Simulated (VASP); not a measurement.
A run of VASP 6.6.1 is set up as follows.

Contents of INCAR:

```
  PREC = Accurate
  ENCUT = 520
  EDIFF = 1E-7
  ISMEAR = 0
  SIGMA = 0.02
  LREAL = F
  LASPH = T
  NELM = 60
  ALGO = Normal
  ISIF = 3
  LWAVE = F
  LCHARG = F
  METAGGA = R2SCAN
  LMIXTAU = T
  LUSE_VDW = T
  IVDW_NL = 2
  BPARAM = 11.95
  CPARAM = 0.0093
  IBRION = 2
  NSW = 80
  EDIFFG = -0.002
```

Contents of KPOINTS:

```
regular mesh
0
Gamma
  12 12 12
```

File POSCAR:

```
MgO
1.0
    0.0000000000      2.1085000000      2.1085000000
    2.1085000000      0.0000000000      2.1085000000
    2.1085000000      2.1085000000      0.0000000000
Mg O
1 1
Direct
    0.0000000000      0.0000000000      0.0000000000
    0.5000000000      0.5000000000      0.5000000000
```

Potentials or basis: VASP PAW PBE potentials, release 64 (Mg, O).

Run with:

```bash
$ cat potpaw_PBE.64/Mg/POTCAR potpaw_PBE.64/O/POTCAR > POTCAR
$ mpirun -np 1 vasp_std > vasp.out
```

Question: What does it give for the space group after relaxing (to 0.05 Å)?

Answer: Fm-3m (No. 225).

Question: What does it give for the relaxed volume?

Answer: 9.17 Å³/atom.

Question: What does it give for the relaxed cell?

Answer: a = 2.960 Å, b = 2.960 Å, c = 2.960 Å, α = 60.00°, β = 60.00°, γ = 60.00°.

Question: What does it give for the band gap on the k mesh?

Answer: 5.75 eV, direct.

The path:
| step | energy change (eV) | largest force (eV/Å) | pressure (GPa) | volume (Å³) |
| --- | --- | --- | --- | --- |
| 1 | 0.0000 | 0.0000 | -3.60 | 18.75 |
| 2 | -0.0038 | 0.0000 | 1.57 | 18.18 |
| 3 | -0.0046 | 0.0000 | 0.01 | 18.34 |

Caveat: the PAW data sets were made with another functional, which shifts forces and pressure a little. r2SCAN opens gaps a little over a GGA but as a rule still falls short of measured ones.
